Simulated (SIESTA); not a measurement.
A run of SIESTA 5.4.2 is set up as follows.

The input BP.fdf:

```
SystemName                      BP
SystemLabel                     BP
NumberOfSpecies                 2
NumberOfAtoms                   2
%block ChemicalSpeciesLabel
  1  15 P
  2   5 B
%endblock ChemicalSpeciesLabel

LatticeConstant                 1.0 Ang
%block LatticeVectors
     0.0000000000     2.2690000000     2.2690000000
     2.2690000000     0.0000000000     2.2690000000
     2.2690000000     2.2690000000     0.0000000000
%endblock LatticeVectors
AtomicCoordinatesFormat         Fractional
%block AtomicCoordinatesAndAtomicSpecies
     0.7500000000     0.7500000000     0.7500000000  1  P
     0.0000000000     0.0000000000     0.0000000000  2  B
%endblock AtomicCoordinatesAndAtomicSpecies

%block kgrid.MonkhorstPack
   10   0   0  0.0
    0  10   0  0.0
    0   0  10  0.0
%endblock kgrid.MonkhorstPack
XC.Functional                   GGA
XC.Authors                      PBEsol
PAO.BasisSize                   DZP
PAO.EnergyShift                 0.003 Ry
Mesh.Cutoff                     500 Ry
OccupationFunction              FD
ElectronicTemperature           0.05 eV
MaxSCFIterations                120
SCF.MustConverge                false
SCF.Mixer.Method                Pulay
SCF.Mixer.Weight                0.25
SCF.Mixer.History               8
SCF.DM.Tolerance                5.0e-05
SCF.H.Tolerance                 1.0e-03 eV
WriteForces                     true
Charge.Mulliken                 end
Charge.Hirshfeld                end
Charge.Voronoi                  end
SaveRho                         true
SaveElectrostaticPotential      true
BandLinesScale                  ReciprocalLatticeVectors
%block BandLines
    1    0.000000   0.000000   0.000000  \Gamma
   12    0.500000   0.000000   0.500000  X
    6    0.500000   0.250000   0.750000  W
    4    0.375000   0.375000   0.750000  K
   13    0.000000   0.000000   0.000000  \Gamma
   11    0.500000   0.500000   0.500000  L
    8    0.625000   0.250000   0.625000  U
    4    0.500000   0.250000   0.750000  W
    9    0.500000   0.500000   0.500000  L
    8    0.375000   0.375000   0.750000  K
    1    0.625000   0.250000   0.625000  U
    4    0.500000   0.000000   0.500000  X
%endblock BandLines
```

Potentials or basis: PseudoDojo 0.4 standard (PBEsol files), DZP (energy shift 0.003 Ry).

Launch:

```bash
$ siesta < BP.fdf > BP.out 2>&1
```

(1) Predict the Voronoi charges.

(2) What does it give for the Hirshfeld charges?

(3) Estimate the band gap along the path.

(4) What does it give for the pressure?

Answers

(1) P +0.19; B -0.19 e.

(2) P +0.11; B -0.11 e.

(3) 1.16 eV, indirect (least direct gap 3.38 eV).

(4) 1.5 GPa.

Caveat: the basis of atomic orbitals isn't converged, which shifts pressures, moduli and gaps.
